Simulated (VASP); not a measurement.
Wanted: the native input for a VASP 6.6.1 run.

- Task: single point
- Functional: PBE
- Potentials or basis: VASP PAW PBE potentials, release 64 (Mo_sv, Se)
- Cutoff: 520 eV
- k mesh: 9 × 9 × 2
- Occupations: gaussian, width 0.012 eV
- Spin: no spin polarisation
- Further INCAR settings: ALGO = Normal; EDIFF = 1e-06; NBANDS = 35

The structure of MoSe2 lies in POSCAR:

```
MoSe2
1.0
    3.2880000000      0.0000000000      0.0000000000
   -1.6440000000      2.8474915276      0.0000000000
    0.0000000000      0.0000000000     12.9000000000
Mo Se
2 4
Direct
    0.6666666667      0.3333333333      0.7500000000
    0.3333333333      0.6666666667      0.2500000000
    0.6666666667      0.3333333333      0.3750000000
    0.3333333333      0.6666666667      0.8750000000
    0.6666666667      0.3333333333      0.1250000000
    0.3333333333      0.6666666667      0.6250000000
```

One way to write it, as run:

INCAR

```
SYSTEM = MoSe2
PREC     = Accurate       ! precision mode
ENCUT    = 520            ! plane-wave cutoff, eV
EDIFF    = 1E-6           ! SCF threshold, eV
ISMEAR   = 0              ! smearing method
SIGMA    = 0.012          ! smearing width, eV
LREAL    = .False.        ! projectors in reciprocal space
LASPH    = .True.         ! aspherical terms in the spheres
NELM     = 80             ! most SCF steps
ALGO     = Normal         ! electronic algorithm
ISIF     = 2              ! what is computed and relaxed
LWAVE    = .False.        ! write WAVECAR
LCHARG   = .True.         ! write CHGCAR
GGA      = PE             ! functional
LELF     = .True.         ! ELF
LVHAR    = .True.       
NBANDS   = 35             ! bands
```

KPOINTS

```
Automatic mesh
0
Gamma
  9 9 2
  0 0 0
```

Potentials or basis: VASP PAW PBE potentials, release 64 (Mo_sv, Se).

Command:

```console
$ cat potpaw_PBE.64/Mo_sv/POTCAR potpaw_PBE.64/Se/POTCAR > POTCAR
$ mpirun -np 1 vasp_std > vasp.out
```

It gave:

The pressure is 8.3 GPa and the largest force is 1.145 eV/Å. The band gap on the k mesh is 0.88 eV, indirect (least direct gap 1.38 eV).

Caveat: an odd mesh through Γ misses points on the zone boundary, where band edges often lie; the cell's inner coordinates are idealised or old, which leaves forces on the atoms; this functional lacks dispersion, which binds the layers, so the pressure and a relaxed spacing across them are unreliable.

It took 39 s on 1 thread of Intel(R) Xeon(R) 6975P-C (Granite Rapids), with other jobs on the host, peak memory 0.26 GiB.
